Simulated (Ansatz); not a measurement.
H on a (001) slab of MoS$_{2}$ (R3m (No. 160)), 3 planes, outer planes S (top) and S (bottom), 1 a cell of 34.4 Å², relaxed (it stands last):

```yaml
crystal:
  lattice:
    - [6.30590, 0.00000, 0.00000]
    - [-3.15295, 5.46107, 0.00000]
    - [0.00000, 0.00000, 21.12723]
  atoms:
    - { symbol: S, position: [0.66667, 0.33333, 0.37866] }
    - { symbol: S, position: [0.66667, 0.83333, 0.37866] }
    - { symbol: S, position: [0.16667, 0.33333, 0.37866] }
    - { symbol: S, position: [0.16667, 0.83333, 0.37866] }
    - { symbol: Mo, position: [0.33114, 0.16228, 0.45348] }
    - { symbol: Mo, position: [0.33114, 0.66886, 0.45348] }
    - { symbol: Mo, position: [0.83333, 0.16667, 0.45295] }
    - { symbol: Mo, position: [0.83772, 0.66886, 0.45348] }
    - { symbol: S, position: [0.66769, 0.33231, 0.52806] }
    - { symbol: S, position: [0.66769, 0.83537, 0.52806] }
    - { symbol: S, position: [0.16463, 0.33231, 0.52806] }
    - { symbol: S, position: [0.16667, 0.83333, 0.52690] }
    - { symbol: H, position: [0.16667, 0.83333, 0.59412] }
```

The calculation used DFT PBE+D3(BJ), scalar-relativistic, plane waves, PAW in Ansatz. Settings: cutoff 420 eV, Γ-centred mesh 3×3×1 on the computed 13-atom cell, Gaussian smearing of 0.05 eV; collinear spin from starting moments 0 0 0 0 0 0 0 0 0 0 0 0 1 μB. The cell repeats along c with a dipole correction in the vacuum.

It binds with 0.50 eV an atom against the clean slab and the free atom (no zero-point or thermal terms); its shortest contact is H–S 1.42 Å. Take first-order desorption with no barrier to adsorption, no reaction on the face and an assumed prefactor of 10^13 s⁻¹.

Problem. How long does an atom stay at 400 K?

Solution. τ = ν⁻¹·exp(E/k_BT) with k_BT = 0.0345 eV: E/k_BT = 14.5, so τ ≈ 2×10^-7 s. At about one hit a site a second (10⁻⁶ mbar) the coverage is near τ × 1 s⁻¹, so a layer needs roughly 5×10^0 mbar.

Problem. Where does its peak lie in a desorption experiment heated at 2 K/s?

Solution. The peak obeys E/(k_B·T_p²) = (ν/β)·exp(−E/k_BT_p). Solving gives T_p ≈ 187 K (E/k_BT_p = 31.0). An error of 0.1 eV in E moves it by about 37 K, and larger molecules have larger prefactors, which lowers it.

Problem. Is this physisorption or chemisorption?

Solution. The tightest contact, H–S 1.42 Å, is 1.04 times the sum of covalent radii. This is a chemical bond. Leaving as a molecule, with a second adsorbate or an atom of the face, can cost less than leaving alone, which these figures don't count.